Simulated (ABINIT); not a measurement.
The system is MgS (Niningerite).

```
S Mg
1.0
     0.00000    2.60165    2.60165
     2.60165    0.00000    2.60165
     2.60165    2.60165    0.00000
S Mg
1 1
Direct
  0.50000 0.50000 0.50000
  0.00000 0.00000 0.00000
```

```yaml
Program: ABINIT 10.8.3 (patched build)
Task: single point
Functional: PBEsol
Potentials_or_basis: PseudoDojo NC SR PBEsol v0.4.1 standard
Cutoff: 1143 eV
k_mesh: 9 × 9 × 9
Occupations: fermi-dirac, width 0.05 eV
Spin: no spin polarisation
```

On this cell: pressure -0.9 GPa; largest force zero by symmetry; band gap on the k mesh 2.83 eV, indirect (least direct gap 3.59 eV).

The same run follows on a disturbed copy (atoms moved at random, drawn with an rms of 0.05 Å):

```
CELL_PARAMETERS angstrom
0.00000 2.60165 2.60165
2.60165 0.00000 2.60165
2.60165 2.60165 0.00000
ATOMIC_POSITIONS crystal
S 0.49923 0.50365 0.50962
Mg 0.01475 0.99180 0.98833
```

Task: What changes?

Result: The energy moves by +5.6 meV/atom; pressure -0.6 GPa; largest force 0.256 eV/Å; band gap on the k mesh 2.83 eV, indirect (least direct gap 3.59 eV).

Forces on the atoms (eV/Å):
```
S   -0.251 -0.041  0.025
Mg   0.251  0.041 -0.025
```

Stress tensor (GPa, compression positive):
```
-0.04 -0.02  0.01
-0.02 -0.93  0.00
 0.01  0.00 -0.95
```

Caveats: an odd mesh through Γ misses points on the zone boundary, where band edges often lie.
